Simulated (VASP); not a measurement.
A run of VASP 6.6.1 is set up as follows.

The input INCAR:

```
PREC = Accurate
ENCUT = 520
EDIFF = 1E-7
ISMEAR = -1
SIGMA = 0.05
LREAL = F
LASPH = T
NELM = 80
ALGO = Normal
ISIF = 2
LWAVE = F
LCHARG = F
GGA = PE
NBANDS = 14
```

Contents of KPOINTS:

```
regular mesh
0
Gamma
  9 9 6
```

The input POSCAR:

```
CsH4
1.0
    3.5875000000      0.0000000000      0.0000000000
   -1.7937500000      3.1068700000      0.0000000000
    0.0000000000      0.0000000000      5.0044800000
Cs H
1 4
Direct
    0.0000000000      0.0000000000      0.5000000000
    0.5000000000      0.0000000000      0.0000000000
    0.0000000000      0.5000000000      0.0000000000
    0.5000000000      0.5000000000      0.0000000000
    0.0000000000      0.0000000000      0.0000000000
```

Potentials or basis: VASP PAW PBE potentials, release 64 (Cs_sv, H).

The run is started by

```console
$ cat potpaw_PBE.64/Cs_sv/POTCAR potpaw_PBE.64/H/POTCAR > POTCAR
$ mpirun -np 1 vasp_std > vasp.out
```

**Question.** What does it give for the pressure?

**Answer.** 0.2 GPa.

**Question.** Estimate the band gap on the k mesh.

**Answer.** None (metal or under the smearing width).

Stress tensor (GPa, compression positive):
```
0.09 0.00 0.00
0.00 0.09 0.00
0.00 0.00 0.34
```

Spin-orbit coupling is left out, which matters for the levels of Cs.
